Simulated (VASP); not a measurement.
A run of VASP 6.6.1 is set up as follows.

INCAR

```
SYSTEM = BaTiO3
ALGO = Normal
EDIFF = 1E-7
EDIFFG = -0.01
ENCUT = 600
GGA = 91
IBRION = 2
ISIF = 3
ISMEAR = -1
LASPH = .TRUE.
LCHARG = .FALSE.
LREAL = .FALSE.
LWAVE = .FALSE.
NELM = 80
NSW = 60
PREC = Accurate
SIGMA = 0.05
```

The input KPOINTS:

```
k-points
0
G
  7 7 7
  0 0 0
```

POSCAR

```
BaTiO3
1.0
    3.9855000000      0.0000000000      0.0000000000
    0.0000000000      2.8369000000      2.8451500000
    0.0000000000     -2.8369000000      2.8451500000
Ba Ti O
1 1 3
Direct
    0.0000000000      0.0000000000      0.0000000000
    0.5000000000      0.5124000000      0.5124000000
    0.5000000000      0.9918400000      0.5052400000
    0.5000000000      0.5052400000      0.9918400000
    0.0000000000      0.4874000000      0.4874000000
```

Potentials or basis: VASP PAW PBE potentials, release 64 (Ba_sv, Ti_sv, O).

Launch:

```console
$ cat potpaw_PBE.64/Ba_sv/POTCAR potpaw_PBE.64/Ti_sv/POTCAR potpaw_PBE.64/O/POTCAR > POTCAR
$ mpirun -np 1 vasp_std > vasp.out
```

Q: What does it give for the band gap on the k mesh?

A: 2.37 eV, indirect (least direct gap 2.82 eV).

Q: Predict the space group after relaxing (to 0.05 Å).

A: Amm2 (No. 38).

Forces in eV/Å, atoms in the order of the input:
```
Ba   0.000  0.000  0.001
Ti   0.000  0.000  0.009
O    0.000  0.002 -0.005
O    0.000 -0.002 -0.005
O    0.000  0.000 -0.001
```

Caveat: the PAW data sets were made with another functional, which shifts forces and pressure a little; spin-orbit coupling is left out, which moves the levels of the heavy elements; an odd mesh through Γ misses points on the zone boundary, where band edges often lie.
